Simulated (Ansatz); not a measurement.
# ZnS (Wurtzite-2H) (P6_3mc) in Ansatz: band structure with HSE03

Aim: the band structure of ZnS (Wurtzite-2H) with HSE03.

Everything below comes from runs of Ansatz 0.2.0. Logs are shortened: lines on timing, memory, paths and dates and some standing lists are left out, and cuts for length are marked.

**Experimental background.**

From a printed reference work, monograph, for a bulk crystal of ZnS at 4 K: band gap 3.911 eV (direct).

The runs below are set against these values where they give the same quantity.

## Step 1: Starting point

Symmetry: P6_3mc, No. 186, hexagonal system. Conventional cell: a = 3.811 Å, b = 3.811 Å, c = 6.234 Å, α = 90.00°, β = 90.00°, γ = 120.00°. Zn (site symmetry 3m) has 4 S at 2.31 to 2.40 Å as nearest neighbours. Around S (site symmetry 3m) lie 4 Zn at 2.31 to 2.40 Å.

## Step 2: Band structure, HSE03

File input.yaml:

```yaml
crystal:
  lattice:
    - [3.811, 0.0, 0.0]
    - [-1.9055, 3.3004228138, 0.0]
    - [0.0, 0.0, 6.234]
  atoms:
    - { symbol: Zn, position: [0.6666666667, 0.3333333333, 0.5] }
    - { symbol: Zn, position: [0.3333333333, 0.6666666667, 0.0] }
    - { symbol: S, position: [0.6666666667, 0.3333333333, 0.885] }
    - { symbol: S, position: [0.3333333333, 0.6666666667, 0.385] }
hamiltonian:
  xc: { exchange: pbe, correlation: pbe, exx: { coeff: 0.25, omega: 0.3 } }
  pseudopotentials: { kind: paw }
kpoints:
  mp_grid: { grid: [5, 5, 3] }
  band_path:
    path:
      - [[0.0, 0.0, 0.0], [0.5, 0.0, 0.0], [0.3333333333, 0.3333333333, 0.0], [0.0, 0.0, 0.0], [0.0, 0.0, 0.5], [0.5, 0.0, 0.5], [0.3333333333, 0.3333333333, 0.5], [0.0, 0.0, 0.5]]
      - [[0.5, 0.0, 0.5], [0.5, 0.0, 0.0]]
      - [[0.3333333333, 0.3333333333, 0.0], [0.3333333333, 0.3333333333, 0.5]]
    npoints: 4
scf:
  occupations: { method: fermi_dirac, width: 0.05 }
  n_extra_bands: 10
output:
  forces: true
  stress: true
  eigenvalues: true
  fatbands: false
  write_density: true
  write_potential: true
  elf: true
  volumetric_format: npy
```

Potentials or basis: Ansatz PAW.

Started as:

```
$ ansatz run input.yaml --threads 2 --pin off --max-ram 5632MiB --backend cpu --events-out ev --progress --plain --runs-dir out
```

Output:

```text
Warning: output.stress: scf.convergence.dr2_threshold = 1e-7 eV (the SCF's general default) is looser than the 4e-10 eV advised for a printed stress (1e-10 eV for each atom of the cell: 4). What an SCF threshold leaves in a stress goes as its square root, and in the free energy as the threshold itself, and one threshold admits the most on a small cell: of the crystals measured, under no hybrid functional and no lock of the moments, on runs that ended without the residual-converged pass, on stresses that held no estimate of that error, the worst erred by over 100 MPa in a component at 1e-7 eV an atom and by under 5 at 1e-10. Set scf.convergence.dr2_threshold to 4e-10 eV or tighter. The threshold is an SCF's pass mark: one that does not reach it within its budget of iterations ends unconverged, or closes short of it on a stop that the run arms, and scf.convergence.dr2_threshold's page says what that costs each kind of run
Warning: output.stress: scf.exx.energy_threshold = 1e-6 eV is looser than the 4e-8 eV advised for a stress under a hybrid functional (1e-8 eV for each atom of the cell: 4). Every SCF of the exchange loop can meet its threshold on dr2 while the loop round them stops early: no threshold on dr2 bounds what that leaves in the stress. Set scf.exx.energy_threshold to 4e-8 eV or tighter. The threshold is the loop's pass mark: a loop that does not reach it within its budget of cycles ends unconverged, and scf.exx.energy_threshold's page has the law
Warning: RAYON_NUM_THREADS=2 ignored (pool sized by the plan → 2); use --threads N
scf.n_extra_bands = 10 over 18 filled bands (N_el = 36.0): the run solves 28 bands
Engine: ansatz 0.2.0, aarch64-unknown-linux-gnu
Pseudopotentials: kind: paw
Pseudopotential: Zn, paw, valence charge 12, recommended cutoff 420 eV (normal), Zn.paw.azcp
Pseudopotential: S, paw, valence charge 6, recommended cutoff 420 eV (normal), S.paw.azcp
Functional definition: unnamed
  parameter a_1 = 0.25
  parameter omega_1 = 0.3/angstrom
  exchange = pbe_x + (-a_1)*pbe_x_sr(omega_1) + a_1*exact_x_sr(omega_1)
  correlation = pbe_c
Crystal: 4 atoms, lattice volume = 78.411 Å³
Basis set: ecut = 420 eV, 1521 PW (Γ), exchange–correlation on 54×54×90 points (8 copies of the dense FFT grid, shifted against one another)
Bands: 28, of which v1, the nominal top of the filled ones, is band 18 counted from 1 (17 counted from 0)
Symmetry: 12 space group operations
Space group: P63mc (ITA 186), of the structure as read, at distance tolerance 4.3e-5 Å
k-points: 10 of 75 (time reversal used)
Non-local potential: Zn, projectors of the file, l = 0: 2, l = 1: 2, l = 2: 3, l = 3: 1
Non-local potential: S, projectors of the file, l = 0: 2, l = 1: 2, l = 2: 2
PAW form: soft (Blöchl's): semilocal exchange-correlation on the pseudo side does not see the compensation charge
PAW frozen core: Zn, regenerated for the run's functional, and the local potential with it (the file was generated under x = pbe(κ = 0.804, μ = 0.2195149727645171), c = pbe(β = 0.06672455060314922))
PAW frozen core: S, regenerated for the run's functional, and the local potential with it (the file was generated under x = pbe(κ = 0.804, μ = 0.2195149727645171), c = pbe(β = 0.06672455060314922))
PAW one-centre angular grid: Zn, 590 points (default); XC on 64 Gauss nodes
PAW one-centre angular grid: S, 110 points (default); XC on 64 Gauss nodes
Initial density: superposition of atomic densities (neutral atoms: chi_scale 0, normalization atom), corrected by the library's trained network
Initial wavefunctions: pseudopotential atomic-orbital guess
Functional: x = pbe(κ = 0.804, μ = 0.2195149727645171), c = pbe(β = 0.06672455060314922), warm-up for x = pbe(κ = 0.804, μ = 0.2195149727645171) + 0.25 (exact − pbe) at short range (hse, ω = 0.3 Å⁻¹), c = pbe(β = 0.06672455060314922)
SCF iter   1: F=—  HF=-8445.407729 eV  |F-HF|=—  |Δ(HF+E_count)|=         —  Δρ=1.57e-3  dr2=1.61e-3  ethr=1.77e-3  ⟨swp⟩=12.8  Hψ=1538  notcnv=0
preconditioner: auto → none  [insulator: Δε(μ)=2.247 eV  Ē_g=13.115 eV  σ=0.050 eV  W_gap=1.00  n_scr=22 (ndim 8)  ℏωp=25.2 eV  f_vac=0.040  D(μ)=0.00/eV (n_scr^D=0)]
SCF iter   2: F=—  HF=-8445.407282 eV  |F-HF|=—  |Δ(HF+E_count)|=   4.47e-4  Δρ=1.31e-3  dr2=8.53e-4  ethr=4.47e-6  ⟨swp⟩=4.2  Hψ=892  notcnv=0
iter 3 solved again at ethr=3.42e-8 eV; its pass at ethr=2.37e-6 eV (dr2=1.23e-5 eV) is discarded
SCF iter   3: F=-8445.407019 eV  HF=-8445.406936 eV  |F-HF|=8.30e-5  |Δ(HF+E_count)|=   3.46e-4  Δρ=2.00e-4  dr2=1.32e-5  ethr=3.42e-8  ⟨swp⟩=3.0  Hψ=1148  notcnv=0
SCF 1 stopped early in 3 iterations: F = -8445.407019 eV  dr2 = 1.32e-5
Initial density: handed on by an earlier stage of this run
Initial wavefunctions: those handed on with the density
Functional: x = pbe(κ = 0.804, μ = 0.2195149727645171) + 0.25 (exact − pbe) at short range (hse, ω = 0.3 Å⁻¹), c = pbe(β = 0.06672455060314922)
Exchange kernel: α = 0.2500, screened, ω = 0.3000 Å⁻¹, Wigner–Seitz truncation, v(0) = 502.6313 eV·Å³, q-mesh 5×5×3, nearest image of the exchange supercell L = 18.70 Å, pair-density grid 18×18×30, without the augmentation charges, whose exchange is taken in its separable form by FFT convolution over the k-point mesh (sized by the pseudopotential files, 24×24×45 at the most), smooth part of the exact exchange by density-matrix convolution
Frozen-core exchange: fock
SCF iter   1: F=—  HF=-8446.719654 eV  |F-HF|=—  |Δ(HF+E_count)|=         —  Δρ=2.22e-2  dr2=2.04e-1  ethr=3.67e-7  ⟨swp⟩=8.0  Hψ=1597  notcnv=0
preconditioner: auto → none  [insulator: Δε(μ)=3.239 eV  Ē_g=15.485 eV  σ=0.050 eV  W_gap=1.00  n_scr=22 (ndim 8)  ℏωp=25.2 eV  f_vac=0.040  D(μ)=0.00/eV (n_scr^D=0)]
SCF iter   2: F=—  HF=-8446.664415 eV  |F-HF|=—  |Δ(HF+E_count)|=   5.52e-2  Δρ=3.83e-3  dr2=1.42e-2  ethr=3.67e-7  ⟨swp⟩=5.3  Hψ=1182  notcnv=0
SCF iter   3: F=—  HF=-8446.649863 eV  |F-HF|=—  |Δ(HF+E_count)|=   1.46e-2  Δρ=3.32e-3  dr2=5.17e-3  ethr=3.67e-7  ⟨swp⟩=5.0  Hψ=999  notcnv=0
SCF iter   4: F=—  HF=-8446.649611 eV  |F-HF|=—  |Δ(HF+E_count)|=   2.52e-4  Δρ=5.44e-4  dr2=1.91e-3  ethr=3.67e-7  ⟨swp⟩=4.0  Hψ=745  notcnv=0
SCF iter   5: F=—  HF=-8446.664943 eV  |F-HF|=—  |Δ(HF+E_count)|=   1.53e-2  Δρ=1.78e-3  dr2=1.27e-3  ethr=3.67e-7  ⟨swp⟩=5.0  Hψ=880  notcnv=0
SCF iter   6: F=—  HF=-8446.664481 eV  |F-HF|=—  |Δ(HF+E_count)|=   4.62e-4  Δρ=1.13e-4  dr2=2.89e-5  ethr=3.67e-7  ⟨swp⟩=4.0  Hψ=744  notcnv=0
SCF iter   7: F=—  HF=-8446.664633 eV  |F-HF|=—  |Δ(HF+E_count)|=   1.52e-4  Δρ=2.00e-4  dr2=1.67e-5  ethr=1.94e-8  ⟨swp⟩=4.0  Hψ=928  notcnv=0
SCF iter   8: F=-8446.664628 eV  HF=-8446.664628 eV  |F-HF|=3.38e-7  |Δ(HF+E_count)|=   5.74e-6  Δρ=1.72e-5  dr2=8.98e-7  ethr=1.94e-8  ⟨swp⟩=3.0  Hψ=596  notcnv=0
SCF 2 stopped early in 8 iterations: F = -8446.664628 eV  dr2 = 8.98e-7
  Residual-converged pass: ⟨swp⟩=3.8  Hψ=656  notcnv=0  max |occ|·‖R‖ = 6.7e-6 eV (tolerance 6.7e-6 eV)  dr2=8.95e-7  dr2_onsite=4.56e-8  max |Δocc| = 2.0e-20
hybrid outer 1: dexx = +1.585e-2 eV, tail = 7.16e-5 eV
Exchange kernel: α = 0.2500, screened, ω = 0.3000 Å⁻¹, Wigner–Seitz truncation, v(0) = 502.6313 eV·Å³, q-mesh 5×5×3, nearest image of the exchange supercell L = 18.70 Å, pair-density grid 18×18×30, without the augmentation charges, whose exchange is taken in its separable form by FFT convolution over the k-point mesh (sized by the pseudopotential files, 24×24×45 at the most), smooth part of the exact exchange by density-matrix convolution
Frozen-core exchange: fock
SCF iter   1: F=—  HF=-8446.663528 eV  |F-HF|=—  |Δ(HF+E_count)|=         —  Δρ=1.14e-4  dr2=6.97e-6  ethr=9.94e-7  ⟨swp⟩=3.7  Hψ=600  notcnv=0
preconditioner: auto → none  [insulator: Δε(μ)=3.261 eV  Ē_g=15.193 eV  σ=0.050 eV  W_gap=1.00  n_scr=22 (ndim 8)  ℏωp=25.2 eV  f_vac=0.041  D(μ)=0.00/eV (n_scr^D=0)]
SCF iter   2: F=—  HF=-8446.663527 eV  |F-HF|=—  |Δ(HF+E_count)|=   1.03e-6  Δρ=1.34e-5  dr2=6.54e-7  ethr=1.63e-8  ⟨swp⟩=3.1  Hψ=630  notcnv=0
SCF iter   3: F=—  HF=-8446.663531 eV  |F-HF|=—  |Δ(HF+E_count)|=   3.68e-6  Δρ=1.83e-5  dr2=1.65e-7  ethr=1.45e-10  ⟨swp⟩=4.2  Hψ=946  notcnv=0
SCF iter   4: F=—  HF=-8446.663531 eV  |F-HF|=—  |Δ(HF+E_count)|=   6.01e-8  Δρ=1.44e-6  dr2=3.41e-8  ethr=1.45e-10  ⟨swp⟩=4.0  Hψ=683  notcnv=0
SCF iter   5: F=—  HF=-8446.663531 eV  |F-HF|=—  |Δ(HF+E_count)|=   1.65e-7  Δρ=2.47e-6  dr2=6.30e-9  ethr=2.53e-12  ⟨swp⟩=4.5  Hψ=847  notcnv=0
SCF iter   6: F=-8446.663531 eV  HF=-8446.663531 eV  |F-HF|=8.55e-11  |Δ(HF+E_count)|=   1.21e-8  Δρ=4.22e-7  dr2=3.41e-10  ethr=2.53e-12  ⟨swp⟩=3.4  Hψ=605  notcnv=0  defer=1
SCF 3 converged in 6 iterations: F = -8446.663531 eV  dr2 = 3.41e-10
  Residual-converged pass: ⟨swp⟩=2.9  Hψ=497  notcnv=0  max |occ|·‖R‖ = 5.9e-7 eV (tolerance 6.3e-7 eV)  dr2=3.38e-10  dr2_onsite=1.53e-11  max |Δocc| = 3.2e-23
hybrid outer 2: dexx = +1.704e-6 eV, tail = 1.91e-8 eV, Δε = 3.17e-3 eV (about 5.86e-5 eV left of the loop's levels), ΔF = 6.25e-4 eV/Å (tail 1.78e-4)
NSCF: frozen V_eff on 39 k-points
hybrid SCF converged: 2 outer / 14 inner (+3 warm-up), last move |dexx| = 1.70e-6 eV, tail = 1.91e-8 eV
Stability not checked: this state was not tested for a lower state beside it, because the functional holds exact exchange (a hybrid, or Hartree-Fock), whose exchange loop this test does not read (fock_operator; see scf.lower_state_search)
Free energy (F): -8446.663529 eV
Frozen-core exchange: fock
Harris-Foulkes:  -8446.663529 eV  (|F-HF|=8.55e-11)
Internal energy: -8446.663529 eV  (E = F + TS)
E sigma→0 (E₀):  -8446.663529 eV
Fermi energy:    6.916176 eV
--- Per-component energies (eV) ---
  E_band       = -45.794504
  E_kinetic    = 476.181100
  E_local      = -4101.714737  (includes V_loc(G=0)·N_el)
  E_nonlocal   = 1294.606026
  E_hartree    = 1725.838406
  E_xc         = -379.251873
  E_vxc        = -227.231339  (∫ρ·V_xc dr)
  E_exx        = -100.235271  (= α·E_x^exact, valence–valence)
  E_paw        = -4854.958460  (= ΣΔE_a)
  E_vpaw       = -738.841163  (= ΣTr[D̂ρ^β])
  E_aug_tail   = -0.000751  (compensation charges beyond the density's cutoff)
  E_ewald      = -2508.163419
  E_core_change = 1.035451  (= ΣΔE_core)
  E_smearing   = -0.000000  (= −TS)
  E_closure    = 0.000000  (closes the sum)
  Σ components = -8446.663529   (vs F -8446.663529, Δ=0.00e0)
--- Forces (eV/Å), atoms counted from 1 ---
  atom   1  Zn    -0.00000000     0.00000000     0.32916637
  atom   2  Zn     0.00000000    -0.00000000     0.32916637
  atom   3  S     -0.00000000     0.00000000    -0.32919865
  atom   4  S     -0.00000000    -0.00000000    -0.32919865
  max |Σ_I F_I| component: 6.46e-5 eV/Å
--- Stress (GPa, compression-positive) ---
        2.629809      -0.000000      -0.000000
        0.000000       2.629809       0.000000
       -0.000000       0.000000       0.321610
  P = ⅓ Tr σ = 1.8604 GPa (18.604 kbar)
--- Band table (eV; the first three rows and the last of 10) ---
  k-point 0: bands = ["-9.0355", "-8.0589", "-2.6081", "-2.6081", "-2.5547", "-2.5452", "-2.5452", "-2.1903", "-2.1903", "-2.1213", "-2.1213", "-1.9073", "-0.1629", "4.3417", "4.3417", "5.2366", "5.2366", "5.2667", "8.5280", "9.2803", "12.6006", "12.6006", "12.9272", "13.9837", "13.9837", "15.7205", "16.3747", "16.3747"]
  k-point 1: bands = ["-8.8174", "-8.3320", "-2.5966", "-2.5966", "-2.5652", "-2.5652", "-2.5250", "-2.3001", "-2.1697", "-2.1697", "-2.1352", "-2.1352", "1.1549", "3.5620", "4.5520", "4.5520", "4.9984", "4.9984", "9.5816", "9.7106", "12.5393", "12.7632", "12.7632", "13.4156", "13.4156", "14.2424", "17.4185", "17.4185"]
  k-point 2: bands = ["-8.7562", "-7.9105", "-2.5826", "-2.5553", "-2.5160", "-2.4788", "-2.4750", "-2.2191", "-2.1899", "-2.1774", "-2.1122", "-1.8382", "0.2067", "2.6413", "3.4727", "3.7683", "4.8764", "4.9109", "9.9324", "10.3670", "12.1513", "12.9708", "13.3422", "14.1740", "14.3321", "15.1950", "15.3747", "16.0342"]
  k-point 9: bands = ["-7.8688", "-7.7621", "-2.4799", "-2.4378", "-2.4008", "-2.3645", "-2.2543", "-2.2370", "-2.1659", "-2.1530", "-1.8642", "-1.8016", "0.0865", "0.3710", "2.0458", "2.8346", "3.3928", "3.9430", "10.4675", "11.3113", "12.1132", "12.2496", "13.1468", "14.7183", "15.8336", "16.3231", "17.6444", "18.1474"]
```

Run time: 3.8 min. Hardware: 2 threads of Arm Neoverse V2, shared host; peak memory 1.1 GiB.

What came out:

```yaml
Free_energy: -8446.6635 eV
Pressure: 1.9 GPa
Largest_force: 0.329 eV/Å
Band_gap_on_the_k_mesh: 3.26 eV, direct
Band_gap_along_the_path: 3.26 eV, direct
```

Forces in eV/Å, atoms in the order of the input:
```
Zn   0.000  0.000  0.329
Zn   0.000  0.000  0.329
S    0.000  0.000 -0.329
S    0.000  0.000 -0.329
```

Levels at the corners of the path, in eV from the valence-band top:
```
point  band 15  band 16  band 17  band 18  band 19  band 20  band 21  band 22
    Γ    -0.92    -0.03    -0.03     0.00     3.26     4.01     7.33     7.33
    M    -3.32    -2.37    -1.64    -1.04     4.51     5.32     6.02     8.14
    K    -4.08    -2.36    -2.34    -2.34     5.25     7.15     7.15     8.80
    Γ    -0.92    -0.03    -0.03     0.00     3.26     4.01     7.33     7.33
    A    -0.50    -0.50    -0.50    -0.50     4.56     4.56     7.76     7.76
    L    -1.76    -1.76    -1.61    -1.61     4.53     4.53     6.10     6.10
    H    -3.31    -3.31    -1.31    -1.31     5.54     5.54     7.36     7.36
    A    -0.50    -0.50    -0.50    -0.50     4.56     4.56     7.76     7.76
    L    -1.76    -1.76    -1.61    -1.61     4.53     4.53     6.10     6.10
    M    -3.32    -2.37    -1.64    -1.04     4.51     5.32     6.02     8.14
    K    -4.08    -2.36    -2.34    -2.34     5.25     7.15     7.15     8.80
    H    -3.31    -3.31    -1.31    -1.31     5.54     5.54     7.36     7.36
```

Caveat: the PAW data sets come from PBE, with cores solved anew for the run's functional, which leaves a small shift of forces and pressure; the thresholds are loose for stress.

## Step 3: Against experiment

Step 2. A measured gap of ZnS is 3.911 eV (direct; 4 K; a printed reference work, monograph); the calculated 3.26 eV misses it by -0.65 eV. The value is that of HSE03, without temperature or zero-point motion.
